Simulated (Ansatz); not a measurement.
# WC: the cost of one run

Computed with Ansatz 0.2.0 (DFT PBEsol, scalar-relativistic, plane waves, PAW, unless a step's input says otherwise).

1 further run of the same task is left out (set aside as unsound or not needed).

### 1 The system as given

The structure is hexagonal, space group P-6m2 (No. 187). Conventional cell: a = 2.898 Å, b = 2.898 Å, c = 2.828 Å, α = 90.00°, β = 90.00°, γ = 120.00°. W (site symmetry -6m2) is surrounded by 6 C at 2.19 Å. C (site symmetry -6m2) is surrounded by 6 W at 2.19 Å.

Coordinates:

```
CELL_PARAMETERS angstrom
2.89841 0.00000 0.00000
-1.44921 2.51010 0.00000
0.00000 0.00000 2.82761
ATOMIC_POSITIONS crystal
W 0.00000 0.00000 0.00000
C 0.66667 0.33333 0.50000
```

This cell was relaxed beforehand with the same method: volume 10.29 Å³/atom, gap on the mesh none (metal).

### 2 The bulk in the cell of the plane

Contents of input.yaml:

```yaml
crystal:
  lattice:
    - [2.8984136651, 0.0, 0.0]
    - [-1.4492068326, 2.5100998647, 0.0]
    - [0.0, 0.0, 2.827611909]
  atoms:
    - { symbol: W, position: [0.0, 0.0, 0.0] }
    - { symbol: C, position: [0.6666666667, 0.3333333333, 0.5] }
basis:
  ecutwfc: 420
kpoints:
  mp_grid: { grid: [12, 12, 12] }
hamiltonian:
  xc: pbesol
scf:
  occupations: { method: gaussian, width: 0.1 }
output:
  forces: true
  stress: true
  eigenvalues: true
```

Q: Estimate wall time and peak memory on 1 thread of an Arm CPU, shared host.

About 2.9 s, with a peak of 0.38 GiB.
